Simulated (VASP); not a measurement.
# TiC (Khamrabaevite) under strain, part 5 of 5

How does the pressure of TiC (Khamrabaevite) answer to a change of volume? The bands are shown for each cell. All runs use PBE. Left out of this account: 1 further run (fields: a reference on another mesh). The start is a cell from a database of measured crystal structures.

VASP 6.6.1; PBE; plane waves and PAW (Ti_sv, C).

So far, pressure (GPa): step 2 (bands, cell as listed) 1.09; step 4 (cell volume +8.0 %) -15.6; step 5 (bands, sheared, principal strains -4.1, +1.4, +2.9 %) 1.67; step 6 (cell volume -4.0 %) 12.3; step 7 (cell volume -8.0 %) 26.0.

**8. Bands, atoms displaced by up to 0.07 Å**

The atoms are moved off their sites at random, as a crude picture of disorder.

INCAR reads:

```
SYSTEM = TiC
PREC = Accurate
ENCUT = 520
EDIFF = 1E-06
NELM = 100
ISMEAR = -1
SIGMA = 0.05
LREAL = .FALSE.
ALGO = Normal
GGA = PE
NBANDS = 20
LASPH = .TRUE.
LORBIT = 11
LWAVE = .FALSE.
LCHARG = .FALSE.
KPAR = 2
```

POSCAR reads:

```
TiC
1.0
    0.0000000000      2.1640000000      2.1640000000
    2.1640000000      0.0000000000      2.1640000000
    2.1640000000      2.1640000000      0.0000000000
Ti C
1 1
Direct
    0.0021320000      0.0202170000     -0.0245290000
    0.5019780000      0.5090140000      0.4814570000
```

KPOINTS reads:

```
Automatic mesh
0
Gamma
15 15 15
0 0 0
```

KPOINTS_OPT reads:

```
Line mode
16
Line-mode
Reciprocal
  0.00000000   0.00000000   0.00000000 GAMMA
  0.50000000   0.00000000   0.50000000 X

  0.50000000   0.00000000   0.50000000 X
  0.50000000   0.25000000   0.75000000 W

  0.50000000   0.25000000   0.75000000 W
  0.37500000   0.37500000   0.75000000 K

  0.37500000   0.37500000   0.75000000 K
  0.00000000   0.00000000   0.00000000 GAMMA

  0.00000000   0.00000000   0.00000000 GAMMA
  0.50000000   0.50000000   0.50000000 L

  0.50000000   0.50000000   0.50000000 L
  0.62500000   0.25000000   0.62500000 U

  0.62500000   0.25000000   0.62500000 U
  0.50000000   0.25000000   0.75000000 W

  0.50000000   0.25000000   0.75000000 W
  0.50000000   0.50000000   0.50000000 L

  0.50000000   0.50000000   0.50000000 L
  0.37500000   0.37500000   0.75000000 K

  0.62500000   0.25000000   0.62500000 U
  0.50000000   0.00000000   0.50000000 X
```

Potentials, in the order of the species: Ti_sv and C (PBE family, release 64).

The run is started by

```
$ mpirun -np 2 vasp_std
```

Output:

```text
[... set-up lines as in an earlier step ...]
 entering main loop
       N       E                     dE             d eps       ncg     rms          rms(c)
DAV:   1     0.123049368100E+03    0.12305E+03   -0.69736E+03 67924   0.965E+02
DAV:   2    -0.164812559823E+02   -0.13953E+03   -0.12867E+03 69452   0.274E+02
DAV:   3    -0.241302368992E+02   -0.76490E+01   -0.75032E+01 84508   0.637E+01
DAV:   4    -0.243091215550E+02   -0.17888E+00   -0.17858E+00 79056   0.910E+00
DAV:   5    -0.243122711328E+02   -0.31496E-02   -0.31494E-02 78840   0.113E+00    0.183E+01
DAV:   6    -0.193898904504E+02    0.49224E+01   -0.47992E+00 92108   0.422E+01    0.714E+00
DAV:   7    -0.187416721333E+02    0.64822E+00   -0.12733E+00 82164   0.158E+01    0.495E+00
DAV:   8    -0.187113767571E+02    0.30295E-01   -0.11283E-01 86772   0.305E+00    0.306E+00
DAV:   9    -0.187084266409E+02    0.29501E-02   -0.51464E-02102964   0.274E+00    0.707E-01
DAV:  10    -0.187087108979E+02   -0.28426E-03   -0.73101E-03 71688   0.692E-01    0.693E-01
DAV:  11    -0.187059924061E+02    0.27185E-02   -0.24986E-03 75196   0.765E-01    0.315E-01
DAV:  12    -0.187055428632E+02    0.44954E-03   -0.36790E-04 91772   0.295E-01    0.955E-02
DAV:  13    -0.187055190342E+02    0.23829E-04   -0.65161E-05 69708   0.754E-02    0.176E-02
DAV:  14    -0.187055188689E+02    0.16530E-06   -0.49793E-06 87092   0.366E-02
   1 F= -.18705519E+02 E0= -.18704053E+02  d E =-.293205E-02
 Start KPOINTS_OPT (optional k-point list driver)
k-point batch [1-160\160]
       N       E                     dE             ncg
DAV:   1     0.254222029327E+05   -0.11069E+06     6428
DAV:   2     0.369541656838E+04   -0.21727E+05     6684
DAV:   3     0.257454618186E+04   -0.11209E+04     7960
DAV:   4     0.255304927395E+04   -0.21497E+02     7460
DAV:   5     0.255276926433E+04   -0.28001E+00     7540
DAV:   6     0.255276500856E+04   -0.42558E-02     7684
DAV:   7     0.255276492639E+04   -0.82171E-04     7600
DAV:   8     0.255276492486E+04   -0.15344E-05     6028
DAV:   9     0.255276492467E+04   -0.18941E-06     4564
```

The job ended after 3.7 min (2 MPI ranks of Intel Xeon Platinum 8259CL at 2.50GHz (Skylake/Cascade Lake), shared host; peak memory 2 GiB).

Parts of OUTCAR (step 8):

```text
   NELECT =      16.0000    total number of electrons

 E-fermi :   9.4350

 k-point     1 :       0.0000    0.0000    0.0000
  band No.  band energies     occupation
      1     -47.1378      2.00000
      2     -23.1610      2.00000
      3     -23.1610      2.00000
      4     -23.1609      2.00000
      5      -2.9669      2.00000
      6      10.0967      0.00000
      7      10.1137      0.00000
      8      10.1338      0.00000
      9      10.9158      0.00000
     10      11.0263      0.00000
    ...

  Total        0.1012937      0.1022849      0.1160845      0.0049460      0.0107277     -0.0096039
  in kB        8.0073913      8.0857496      9.1766228      0.3909914      0.8480380     -0.7591987
  external PRESSURE =       8.4232546 kB  Pullay stress =       0.0000000 kB

 POSITION                                       TOTAL-FORCE (eV/Angst)
 -----------------------------------------------------------------------------------
      2.15467      2.11553      0.04836        -0.106921      0.119541     -0.233086
      2.14338      2.12815      2.18779         0.106921     -0.119541      0.233086
 -----------------------------------------------------------------------------------
    total drift:                                0.000033     -0.000037      0.000069

  FREE ENERGIE OF THE ION-ELECTRON SYSTEM (eV)
  ---------------------------------------------------
  free  energy   TOTEN  =       -18.7055188689 eV

  energy  without entropy=      -18.7025868159  energy(sigma->0) =      -18.70405284

[... 5 parts as in an earlier step ...]

[... 12 further parts left out ...]
```

This step gave:

```
irreducible k-points    : 1688
symmetry operations     : 1
free energy (TOTEN)     : -18.71 eV
energy at zero smearing : -18.70 eV
Fermi energy            : 9.435 eV
pressure                : 0.8423 GPa
```

Electronic bands along the path, in eV, zero at the Fermi level; # counts the bands kept, so #1 is VASP's band 5:

| point | #1 | #2 | #3 | #4 | #5 | #6 | #7 | #8 |
| --- | --- | --- | --- | --- | --- | --- | --- | --- |
| Γ | -12.40 | 0.66 | 0.68 | 0.70 | 1.48 | 1.59 | 1.73 | 1.85 |
| 0.47 of the way | -11.06 | -3.22 | -0.57 | -0.39 | -0.29 | 2.15 | 3.70 | 3.71 |
| X | -10.12 | -3.43 | -1.64 | -0.03 | 0.00 | 2.73 | 3.53 | 3.53 |
| 0.53 of the way | -9.81 | -3.39 | -2.51 | -1.71 | 1.34 | 3.45 | 3.53 | 4.14 |
| W | -9.52 | -3.15 | -3.14 | -2.69 | 2.80 | 2.80 | 3.54 | 5.13 |
| 0.47 of the way | -9.56 | -3.32 | -3.28 | -2.20 | 2.06 | 3.11 | 3.68 | 5.17 |
| K | -9.59 | -3.47 | -3.34 | -1.72 | 1.47 | 3.15 | 3.84 | 5.44 |
| 0.47 of the way | -10.39 | -3.63 | -2.33 | -2.16 | 1.71 | 2.86 | 3.70 | 4.57 |
| Γ | -12.40 | 0.66 | 0.68 | 0.70 | 1.48 | 1.59 | 1.73 | 1.85 |
| 0.47 of the way | -11.25 | -2.45 | -1.53 | -1.52 | 1.67 | 1.67 | 2.75 | 5.60 |
| L | -8.91 | -5.84 | -2.89 | -2.89 | 2.93 | 2.93 | 4.12 | 7.99 |
| 0.53 of the way | -9.19 | -4.99 | -3.01 | -2.49 | 2.47 | 2.93 | 3.85 | 6.50 |
| U | -9.59 | -3.47 | -3.35 | -1.72 | 1.47 | 3.15 | 3.84 | 5.45 |
| 0.53 of the way | -9.56 | -3.32 | -3.29 | -2.20 | 2.06 | 3.11 | 3.68 | 5.17 |
| W | -9.52 | -3.15 | -3.14 | -2.69 | 2.80 | 2.80 | 3.54 | 5.13 |
| 0.47 of the way | -9.26 | -4.73 | -3.00 | -2.46 | 2.62 | 2.75 | 3.79 | 6.28 |
| L | -8.91 | -5.84 | -2.89 | -2.89 | 2.93 | 2.93 | 4.12 | 7.99 |
| 0.47 of the way | -9.14 | -5.17 | -2.98 | -2.57 | 2.56 | 2.92 | 3.88 | 6.75 |
| K | -9.59 | -3.47 | -3.34 | -1.72 | 1.47 | 3.15 | 3.84 | 5.44 |
| jump to U | -9.59 | -3.47 | -3.35 | -1.72 | 1.47 | 3.15 | 3.84 | 5.45 |
| 0.47 of the way | -9.94 | -3.41 | -2.34 | -0.80 | 0.52 | 3.42 | 3.63 | 3.80 |
| X | -10.12 | -3.43 | -1.64 | -0.03 | 0.00 | 2.73 | 3.53 | 3.53 |

Of the projections kept (Ti, C), the largest for each band there; the rest of the weight can lie on other orbitals:

| point | #1 | #2 | #3 | #4 | #5 | #6 | #7 | #8 |
| --- | --- | --- | --- | --- | --- | --- | --- | --- |
| Γ | C 0.69 | Ti 0.97 | Ti 0.98 | Ti 1.00 | Ti 0.59 | Ti 0.61 | C 0.89 | Ti 0.65 |
| X | C 0.69 | C 0.60 | Ti 0.99 | C 0.80 | C 0.79 | Ti 1.00 | Ti 1.00 | Ti 1.00 |
| W | C 0.72 | Ti 0.57 | Ti 0.57 | Ti 0.54 | Ti 0.81 | Ti 0.81 | Ti 1.00 | Ti 0.89 |
| K | C 0.71 | Ti 0.61 | Ti 0.50 | Ti 0.54 | Ti 0.79 | Ti 1.00 | Ti 0.91 | Ti 0.81 |
| Γ | C 0.69 | Ti 0.97 | Ti 0.98 | Ti 1.00 | Ti 0.59 | Ti 0.61 | C 0.89 | Ti 0.65 |
| L | C 0.80 | Ti 0.60 | Ti 0.63 | Ti 0.63 | Ti 0.99 | Ti 0.99 | Ti 0.87 | Ti 0.62 |

The electronic bands as a text plot (rows in eV, shown from -8.0 to 1.9 only):

```
    1.7 |***        *   **   *   ***  *       * *            *
    1.3 |                     ***** **         *
    0.9 |*         *            ** *                          *
    0.5 |**                      ***                           *
    0.1 | **    ***                *                            *
   -0.3 |   ****  *             *   *
   -0.8 | *  *                  *   *                          *
   -1.2 |     **   *           *     *                        *
   -1.6 |  *    **            *                *                *
   -2.0 |         * *   **   * *     **       * *           ** *
   -2.4 |          * * *  *****        *    **   * ***     *
   -2.8 |   *       ***    **         * *****     *  *******  *
   -3.2 |        **********                  ********       *****
   -3.7 |    ****       *    *                 *   *         *
   -4.1 |                *             *      *     *
   -4.5 |                 ***                *              *
   -4.9 |                               *            *     *
   -5.3 |                                   *         *   *
   -5.7 |                                ***           ***
   -6.1 |
   -6.6 |
   -7.0 |
   -7.4 |
   -7.8 |
         Γ       X    W  K        Γ      L     U  W     L   K|U X
```

Force by atom:

| atom | x (eV/Å) | y (eV/Å) | z (eV/Å) | size |
| --- | --- | --- | --- | --- |
| Ti1 | -0.107 | 0.120 | -0.233 | 0.283 |
| C2 | 0.107 | -0.120 | 0.233 | 0.283 |

 The pressure is 0.84 GPa, and the symmetry operations fall from 48 to 1.

**9. The runs together**

```
                                         cell      mesh  pressure (GPa)  gap (eV)
                               cell as listed  15×15×15            1.09      none
                            volume times 1.04  15×15×15           -8.10      none
                            volume times 1.08  15×15×15          -15.63      none
sheared, principal strains -4.1, +1.4, +2.9 %  15×15×15            1.67      none
                            volume times 0.96  15×15×15           12.29      none
                            volume times 0.92  15×15×15           26.03      none
              atoms displaced by up to 0.07 Å  15×15×15            0.84      none
```

**10. Outcome**

```json
{
 "pressure, cell as listed": "1.09 GPa",
 "pressure, volume times 1.04": "-8.10 GPa",
 "pressure, volume times 1.08": "-15.6 GPa",
 "pressure, sheared, principal strains -4.1, +1.4, +2.9 %": "1.67 GPa",
 "pressure, volume times 0.96": "12.3 GPa",
 "pressure, volume times 0.92": "26.0 GPa",
 "pressure, atoms displaced by up to 0.07 Å": "0.842 GPa",
 "bulk modulus at the listed volume, shape and positions held": "256 GPa"
}
```

What this shows: The slope of pressure against ln V at the listed volume gives a bulk modulus of 256 GPa at fixed shape and positions.

[Lines on the potential files, build, host, timing and source positions are cut from VASP's logs without a mark.]

[Logs are printed without paths, hosts, clocks, repeated set-up lines and the standing remarks that a program may print on its own settings, such as how far it seeks lower states.]

[Hosts, paths, dates, database ids (printed as entryN), source tags and the programs' standing remarks are cut or masked in the printed files.]

[A measured line is paired with the nearest computed mode of its activity, which favours agreement.]
